## Graphene with a missing atom: why doesn't the STM signal follow the number of states?

I have simulated tunnelling images of a flat graphene sheet with one carbon atom missing from every 3×3 cell. The density at the tip is a sum over all states between zero bias and the sample bias, so I thought it would simply grow in proportion to the number of states counted. It doesn't. Most of the signal at −1 V is already there at −0.25 V, while on the positive side even 1.5 V doesn't catch up.

Ansatz 0.2.0, PBE+D3(BJ) with plane waves and PAW (600 eV cutoff, 9×9×1 k mesh, 0.05 eV Gaussian smearing, collinear spin), for graphene with one vacancy per 3×3 cell. Tersoff–Hamann images use an s-wave tip 4 Å above the topmost nucleus; bias is measured from the Fermi level, and corrugation is taken at constant density equal to each row's mean at 4 Å.

| bias (V) | log10 mean density (log10 of e/angstrom^3) | bright over dark | corrugation (Å) | brightest over | apparent barrier at 4 angstrom (eV) |
| --- | --- | --- | --- | --- | --- |
| -2.000 | -5.954 | 52.4 | 1.183 | between | 8.608 |
| -1.000 | -6.015 | 999.0 | 2.238 | between | 7.989 |
| -0.500 | -6.028 | 999.0 | 2.242 | between | 7.836 |
| -0.250 | -6.207 | 999.0 | 2.196 | between | 7.702 |
| 0.250 | -6.699 | 999.0 | 1.938 | between | 7.798 |
| 0.500 | -6.480 | 162.0 | 1.856 | between | 7.454 |
| 1.000 | -6.364 | 93.6 | 1.818 | between | 7.445 |
| 1.500 | -6.246 | 89.1 | 1.796 | C | 7.464 |

The image at −2 V puzzles me too. Its mean density is hardly higher than at −1 V, yet its corrugation is only about half as large. Which rows are really out of line, by how much, and what sets them apart?

### Answer

Two different things happen here. The states between −0.5 and +0.25 V are too bright for their number, most likely because a level bound to the missing atom lies there. Since each row counts everything from zero bias outwards, the rows from −2 to +0.25 V all have clearly more density per counted state than the rest. The row at −2 V has a normal gain in mean density but an abnormally flat image, because its extra states fill in the spot that had been darkest.

**How large the first break is**

Each row contains everything counted in the smaller windows of the same sign. Subtracting neighbouring rows therefore isolates the states added in between, and the two rows next to zero can be added to cover the range from −0.25 to +0.25 V. The same calculation gives the number of states in each window. The simplest smooth model says that every state contributes equally at the tip:

$$\Delta n = c\,\Delta N .$$

Here $\Delta n$ is the added mean density 4 Å above the sheet, $\Delta N$ the number of added states per cell, and $c$ the density per state. A least-squares line through the origin, using the five windows outside −0.5 to +0.25 V, gives $c = (1.02 \pm 0.05)\times10^{-7}$ e/Å³ per state. I left out the middle range because a vacancy level belongs near the Fermi energy, but I chose its exact edges after seeing the numbers.

Take the step from −0.25 to −0.5 V, which was not part of the fit. It adds 1.09 states, so the model predicts $1.09 \times 1.02 \approx 1.1$, in units of $10^{-7}$ e/Å³. The table gives $10^{-6.028} - 10^{-6.207}$, which is 3.2 in the same units. These states are nearly three times as visible as the model allows, and those between −0.25 and +0.25 V are between four and five times as visible.

The usual vacuum-barrier picture doesn't repair this. It says that states at higher energy have longer tails, so positive bias should give the stronger signal. In fact the mean density at +1.5 V is only half that at −2 V, although more states are counted. Weighting the states by such a tail makes the fit to the same five windows much worse.

**What the missing atom does**

Graphene consists of two interlocking sublattices, and every atom has its three neighbours on the other one. Removing an atom leaves eight atoms on one sublattice and nine on the other. In the simplest picture of the $\pi$ electrons, this mismatch forces a level near the Fermi energy that lives on the nine.

Such a level obeys a simple rule. Around each remaining atom of the depleted sublattice, the wave amplitudes on the three neighbours must add up to zero. At the hole there is no atom to impose the rule, so the three amplitudes there can add up to something. Above the hole their tails reinforce one another, while above an atom of the depleted sublattice they cancel.

The images computed 4 Å above the sheet have this shape. From −2 to +0.5 V the brightest point lies over the centre of the hole, which is why the table says "between". The darkest point always lies over an atom of the depleted sublattice, about 4.3 Å away. That is also as far from any hole as this cell permits, so distance may add to the darkness. So a bright spot in such an image needn't mean that an atom has been added: here it marks a missing one. At +1 and +1.5 V the maximum moves towards the atoms at the rim.

The spin supports the idea that a distinct level is involved. The density added between −0.25 and −0.5 V is about 98% majority spin, whereas minority spin dominates around the Fermi energy. This is what a level split by magnetism looks like, with one half filled and the other half crossing the Fermi energy. Spin alone doesn't make a state bright, however: the states between +1 and +1.5 V are also strongly polarised, yet they fit the smooth model.

The $\pi$ character of the level remains an argument from theory. The magnetic moments support it, being positive on all nine atoms of one sublattice and slightly negative on all eight of the other. But the broken bonds in the plane of the sheet can also produce states near the Fermi energy, and the moments on the three rim atoms are about five times those on the other six, more than a pure $\pi$ level is expected to give. Something must indeed be mixed in, because one level has room for only two electrons per cell, while the range from −0.5 to +0.25 V holds about 2.8 states. These results don't separate the contributions.

**Why this level reaches the tip**

A wave that changes sign quickly along the surface dies out quickly above it, because the positive and negative parts cancel. In perfect graphene, the states at the Fermi energy are of this kind. The hole spoils the cancellation at one place and so gives the wave a slowly varying part, which reaches much farther into the vacuum.

For a state at the Fermi energy, the density falls off at the rate

$$\alpha = 2\sqrt{\frac{W}{3.81\ \mathrm{eV\,Å^2}} + q^2},$$

where $W = 4.73$ eV is the work function and $q$ measures how fast the wave varies along the surface. A wave with no lateral variation gives $\alpha \approx 2.2$ Å⁻¹. The wave of perfect graphene has $q \approx 1.7$ Å⁻¹, which gives about 4.1 Å⁻¹.

The calculation finds 2.8 to 2.9 Å⁻¹ for the states between −0.5 and +0.25 V, but 3.7 to 3.8 Å⁻¹ for the deeper filled ones. The states near zero bias therefore behave like a mixture with a substantial slow part. The deeper ones decay more like those of ordinary graphene: their lower energy alone would be expected to raise the rate by only a few tenths. The same lateral variation is the main reason why every apparent barrier in the table exceeds the work function; for filled states, their depth below the Fermi energy adds to it. That column measures how steeply the density falls, not the energy needed to remove an electron.

This also tells you what happens when the tip moves. At 3 Å, a state between −0.25 and +0.25 V is about twice as visible as one between −2 and −1 V; at 4 Å it is about four times as visible. Pulling the tip back lets the vacancy level stand out more from the filled states below it.

The empty states are a different matter. Above +0.25 V they decay as slowly as the vacancy level, but they start out much weaker: at 3 Å each contributes only about a fifth as much as a state between −0.25 and +0.25 V. That filled and empty states share one constant at 4 Å is thus a coincidence of that height. The empty states are probably not ordinary graphene states either. From +0.25 to +1.5 V there are about 3.7 of them, several times what the $\pi$ bands are expected to supply so near the Fermi energy, and the maximum of the image moves towards the rim atoms. Both signs point to the broken bonds in the plane of the sheet, though these results don't identify the orbitals directly.

**Why the image goes flat at −2 V**

Going from −1 to −2 V adds 1.28 states, and their contribution to the mean density is close to what the smooth model predicts. The mean rises by only 15% because the vacancy level had already made it large. What matters is where the new density goes.

The entry 999 under "bright over dark" is a cap, not a measured plateau. The actual ratio at −1 V is about 1860, and at −2 V it is 52. Widening the window can only add density, so the bright point cannot have become dimmer. The dark point must therefore have gained at least a factor of $1860/52 \approx 36$.

The rule of cancelling neighbours suggests why. It holds strictly only at the energy of the vacancy level, but leaving that energy is not enough: from −0.5 to −1 V the ratio stays near 1860. In a 3×3 cell the dark atom sits where graphene's waves near the Fermi energy have the same phase as at the hole. The $\pi$ states close to the level must vanish at the hole, so they are expected to vanish on that atom too. Only deeper states escape this, so that the dark atom can carry density of its own and the tails of its neighbours need not cancel. Whether $\pi$ states alone supply the whole factor is not shown here. A little density spread over the cell hardly changes the mean, but it transforms a spot that was almost empty.

An imaging tip responds by following a surface of constant density. Over the dark spot it must move down towards the sheet, so the contrast closer in matters as well as that at 4 Å. A rough estimate of the corrugation is

$$\Delta z \approx \frac{\ln R_3}{\alpha},$$

where $R_3$ is the ratio of brightest to darkest density at 3 Å and $\alpha$ is now the decay rate of the whole image. At −2 V, $R_3$ is about 20 and $\alpha$ about 3.0 Å⁻¹, which gives 1.0 Å against the computed 1.18 Å. At −1 V, $R_3$ is about 2200 and the estimate is 2.7 Å against 2.24 Å. It predicts the flattening but exaggerates it, since a single decay rate can't describe both the bright and the dark spot.

The same reasoning explains a step that looks dramatic but isn't. Between +0.25 and +0.5 V the contrast at 4 Å falls about tenfold, yet the corrugation falls by less than 0.1 Å. At 3 Å, where the tip dips over the dark spot, the contrast has barely changed. The simple sublattice picture treats the two sides alike, so it can't say why the empty states leave this inner contrast high while the deep filled states destroy it. If the empty states are mostly broken bonds held at the hole, they would be expected to add little over an atom 4.3 Å away.

**How far to trust the picture**

The holes are only 7.4 Å apart, so their levels interact, and the energies shouldn't be read as those of a single vacancy. PBE also tends to make the spin splitting of such localised levels too small. An isolated vacancy is known to distort by drawing two of its three rim atoms together. That distortion is absent here, and no test was made for a lower-energy state. It would disturb the threefold image around the hole.

The tails at 4 Å also rest on a potential that the run flags as rough in thin density, and the highest levels are only loosely converged. I would therefore trust the several-fold excess near zero bias more than small differences among the empty-state rows. The corrugations need similar care: each row uses its own mean density as the set point, so they don't form a series at one common current.

The bright spot over the hole also depends on the tip, which is assumed here to end in a round, s-like state. A tip state that changes sign from one side to the other would respond to the sideways slope of the wave, and for the vacancy level that slope is expected to be small at the centre of the hole.
